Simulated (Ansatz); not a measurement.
RuO₂:
```
CELL_PARAMETERS angstrom
      4.42571     0.00000     0.00000
      0.00000     4.42571     0.00000
      0.00000     0.00000     3.07422
ATOMIC_POSITIONS crystal
  Ru 0.50000 0.50000 0.50000
  Ru 0.00000 0.00000 0.00000
  O  0.80640 0.19360 0.50000
  O  0.19360 0.80640 0.50000
  O  0.30640 0.30640 0.00000
  O  0.69360 0.69360 0.00000
```

This is the LDA-relaxed structure.

Q: All from DFT-LDA in the program Ansatz with PAW potentials, unless another level is named. Predict the bulk modulus (Birch–Murnaghan fit).

A: 299 GPa.

Q: And the highest zone-centre frequency?

A: 736 cm⁻¹.

Space group P4_2/mnm (rutile). The cell was relaxed with LDA under the symmetry of its start; of distortions, only those at the zone centre were tested. The run is not spin-polarised. As this level gives no gap, phonon frequencies hold no LO–TO term and depend on the k-mesh and smearing (Fermi–Dirac, 0.1 eV here).

Potentials: the later of the program's two PAW sets.
